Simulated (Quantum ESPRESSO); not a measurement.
# TaN under changes of volume

One of the cells (11.310 Å³/atom); the others are scaled copies at fixed shape and fractional positions:

```
Ta N
1.0
     5.19100    0.00000    0.00000
    -2.59550    4.49554    0.00000
     0.00000    0.00000    2.90800
Ta N
3 3
Direct
  0.66667 0.33333 0.50000
  0.33333 0.66667 0.50000
  0.00000 0.00000 0.00000
  0.00000 0.50000 0.00000
  0.50000 0.50000 0.00000
  0.50000 0.00000 0.00000
```

* Program: Quantum ESPRESSO 7.5
* Functional: PBE
* Potentials or basis: SG15 PBE 1.2
* Cutoff: 1197 eV
* Density cutoff: 4789 eV
* k mesh: 6 × 6 × 9
* Occupations: fermi-dirac, width 0.05 eV
* Spin: no spin polarisation

```csv
volume (Å³/atom),energy over the lowest point (meV/atom),pressure (GPa)
10.632,94.69,32.8
10.858,54.64,24.1
11.084,?,?
11.310,8.37,9.2
11.537,0.00,2.8
11.763,0.20,-3.0
11.989,8.15,-8.2
```

**Question.** What does the run at 11.084 Å³/atom give?

**Answer.** Energy over the lowest point 26.24 meV/atom; pressure 16.3 GPa.

Worked out: A Birch-Murnaghan fit of order 3 (a polynomial in V^(-2/3)) to the other rows has its minimum at 11.64 Å³/atom with B0 = V·E''(V) = 298 GPa and B' = 4.3 at fixed shape and positions, which overstates the stiffness. It gives 26.25 meV/atom at 11.084 Å³/atom, against the run's 26.24, and -dE/dV = 16.3 GPa, against 16.3.

Energies are extrapolated to zero smearing.
